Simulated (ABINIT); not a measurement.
Runs of ABINIT 10.8.3 (patched build) on Mg. Symmetry: P6_3/mmc, No. 194, hexagonal system. The conventional cell has a = 3.209 Å, b = 3.209 Å, c = 5.210 Å, α = 90.00°, β = 90.00°, γ = 120.00°. Mg (site symmetry -6m2) has 12 Mg at 3.20 to 3.21 Å as nearest neighbours. 

| task | level | potentials or basis | cell | cutoff (eV) | fine-grid cutoff | cell freedom (optcell) | cutoff smearing ecutsm (Ha) | optimiser (ionmov) | force stop (Ha/bohr) | gap on the mesh (eV) | pressure (GPa) | V0 of scaled cells (Å³/atom) | B0 (GPa) |
| --- | --- | --- | --- | --- | --- | --- | --- | --- | --- | --- | --- | --- | --- |
| equation of state | PBE | JTH PAW PBE v2.0 | as given | 517 | 1034.03 eV | - | - | - | - | - | - | 22.98 | 35 |
| equation of state | PW91 | JTH PAW PBE v2.0 | as given | 517 | 1034.03 eV | - | - | - | - | - | - | 22.99 | (b) |
| equation of state | WC | JTH PAW PBE v2.0 | as given | 517 | 1034.03 eV | - | - | - | - | - | - | (a) | 37 |
| band structure | HCTH407 | JTH PAW PBE v2.0 | as given | 517 | 1034.03 eV | - | - | - | - | none | (c) | - | - |
| equation of state | RPBE | JTH PAW PBE v2.0 | as given | 517 | 1034.03 eV | - | - | - | - | - | - | 23.73 | 32 |
| band structure | r2SCAN | JTH PAW LDA v2.0 | as given | 490 | 979.61 eV | - | - | - | - | none | - | - | - |
| relaxation of cell and atoms | revPBE+D3 | JTH PAW PBE v2.0 | relaxed to 20 GPa | 517 | 1034.03 eV | 2 | 0.5 | 2 | 0.0005 | none | 20.0 | - | - |
| band structure | PBE | JTH PAW PBE v2.0 | as given | 517 | 1034.03 eV | - | - | - | - | none | -0.8 | - | - |

Alike in all rows: no spin polarisation; k mesh 10 × 10 × 5; smearing fermi-dirac 0.05 eV.

**Question.** Estimate the missing entries.

**Answer.** (a) 22.62; (b) 34; (c) -1.8.

Caveats: the PAW data sets were made with another functional, which shifts forces and pressure a little (some runs); pressures at fixed basis lie under the slope of the energies (some runs); the cell was scaled at fixed shape and fractional positions, which overstates the stiffness of a crystal with free parameters, most of all of layers and chains (some runs); the volume moved by over 15 % at a fixed basis, so the end points are rough (some runs); pairwise dispersion overbinds metals, which lowers pressure and volume (some runs).

A gap of «none» marks a metal or a gap under the smearing width.
